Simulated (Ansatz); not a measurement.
# AgI — core-electron binding energies

Cell: a structure deposited in the COD, its atoms then relaxed with PBE in this cell, repeated to a supercell; a hole's nearest image is 7.5 Å away.

Space group P6_3mc (No. 186); a = 4.5900, c = 7.5200 Å, γ = 120.00°.

```csv
site,Wyckoff,site symmetry,x,y,z
Ag1,2b,3m.,0.6667,0.3333,0.3717
I7,2b,3m.,0.6667,0.3333,0.9983
```

One atom of each set is listed; the run and its k-mesh use a cell of 12 atoms with edges of 7.95, 7.95, 7.52 Å.

The numbers come from a DFT calculation in Ansatz (PBE, plane waves and PAW, scalar-relativistic, 420 eV cutoff, Γ-centred 3×3×3 k-points, fixed occupations).

Each value is a total-energy difference between the cell with one core hole and the ground state (ΔSCF), counted from the top of the valence band. The cell with the hole is spin-polarised, as the shell with the hole is left with one unpaired spin. The periodic images are corrected with the calculated ε∞ = 5.15, 5.15, 5.26.

(1) Give the Ag 3d, I 3d lines of each distinct site.

The program doubts some values: the cell is too small to check the potential alignment. Absolute PBE values can be off by an eV or more, and the 3d and 4f lines of heavy atoms by several eV. Multiplets, satellites and widths aren't calculated.

Results:

(1) 

```tsv
line	atom	first shell	E_B (eV)	j = l + ½ / j = l − ½ (eV)
Ag 3d	1	4 I at 2.81–2.82 Å	367.5	365.1 / 371.1
I 3d	7	4 Ag at 2.81–2.82 Å	619.2	614.7 / 626.1
```

For p, d and f shells E_B is the weighted mean of the two lines, whose splitting comes from the free atom's Dirac orbitals.
